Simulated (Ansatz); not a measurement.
MnO: net moment per atom by level of theory

```xyz
2
Lattice="0.0000 2.2239 2.2239 2.2239 0.0000 2.2239 2.2239 2.2239 0.0000" Properties=species:S:1:pos:R:3 pbc="T T T"
Mn    0.0000    0.0000    0.0000
O     2.2239    2.2239    2.2239
```

The cell is a database's computed one, not the measured one.

```csv
rung,level,program and potentials,cutoff (eV),k mesh,smearing,core time,chip,net moment per atom (μB),notes
GGA,RPBE,"Ansatz, Ansatz PAW",420,6 × 6 × 6,fermi-dirac 0.05,3.3 s,Arm Neoverse V2,2.39,"coarse mesh; potentials made for PBE, which Ansatz adapts in part"
GGA,PBEsol,"Ansatz, Ansatz PAW",420,6 × 6 × 6,fermi-dirac 0.05,3.4 s,Arm Neoverse V2,2.36,"coarse mesh; potentials made for PBE, which Ansatz adapts in part"
GGA,BLYP,"Ansatz, Ansatz PAW",420,6 × 6 × 6,fermi-dirac 0.05,3.5 s,Arm Neoverse V2,2.35,"coarse mesh; potentials made for PBE, which Ansatz adapts in part"
LDA,LDA,"Ansatz, Ansatz PAW",420,6 × 6 × 6,fermi-dirac 0.05,4.1 s,Arm Neoverse V2,2.35,"coarse mesh; potentials made for PBE, which Ansatz adapts in part"
GGA,revPBE,"Ansatz, Ansatz PAW",420,6 × 6 × 6,fermi-dirac 0.05,4.2 s,Arm Neoverse V2,2.38,"coarse mesh; potentials made for PBE, which Ansatz adapts in part"
LDA,LDA,"Ansatz, Ansatz PAW",420,10 × 10 × 10,fermi-dirac 0.05,4.5 s,Intel Xeon Platinum 8488C Sapphire Rapids,(a),"potentials made for PBE, which Ansatz adapts in part"
GGA,PBE,"Ansatz, Ansatz PAW",420,10 × 10 × 10,fermi-dirac 0.05,4.7 s,Intel Xeon Platinum 8488C Sapphire Rapids,2.40,-
```

Times are single runs on shared hosts and different chips, so they are rough; meshes, cutoffs and the tasks' sizes weigh on the time. Task: band structure. All rows: collinear spin, ferromagnetic start. Smearing widths are in eV. For a metal such meshes aren't converged. Meshes differ between rows, which moves values too. Meshes are those of the run's cell of 2 atoms unless a note names another. A magnetic state is the one that its parallel start led to; the crystal's real order can differ. Runs on faulty files, with rough fits or with known faults for this quantity aren't shown. No row holds spin-orbit coupling.

Q: Estimate the value left out from the other rows.

A: (a) 2.30 μB.
